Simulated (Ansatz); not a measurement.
The system is Ga.

```
Ga
1.0
     2.71648    0.00000    0.00000
     0.00000    2.71648    0.00000
     0.00000    0.00000    2.71648
Ga
1
Direct
  0.00000 0.00000 0.00000
```

The cell was built by a generator and needn't be a form met in nature.

```yaml
Program: Ansatz 0.2.0
Task: single point
Functional: PBE
Potentials_or_basis: all-electron LAPW, scalar-relativistic
Cutoff: 249 eV (chosen from the basis error)
Basis_error_allowed: 0.001 eV/atom
k_mesh: 10 × 10 × 10
Occupations: fermi-dirac, width 0.05 eV
Spin: no spin polarisation
```

On this cell: pressure 0.2 GPa; band gap on the k mesh none (metal or under the smearing width).

The same run follows on a disturbed copy (cell strained at random at fixed volume):

```
Ga
1.0
     2.68064   -0.02635    0.04814
    -0.02635    2.74416    0.02683
     0.04814    0.02683    2.72643
Ga
1
Direct
  0.99487 0.01044 0.99940
```

**Question.** What changes?

**Answer.** The energy (extrapolated to zero smearing) moves by -4.5 meV/atom; pressure 0.2 GPa; band gap on the k mesh none (metal or under the smearing width).

Stress tensor (GPa, compression positive):
```
 1.65 -0.52  0.78
-0.52 -0.59  0.49
 0.78  0.49 -0.53
```

The energy falls, though the first cell shows no forces: that form is unstable against this distortion, unless noise or another electronic state is at work.
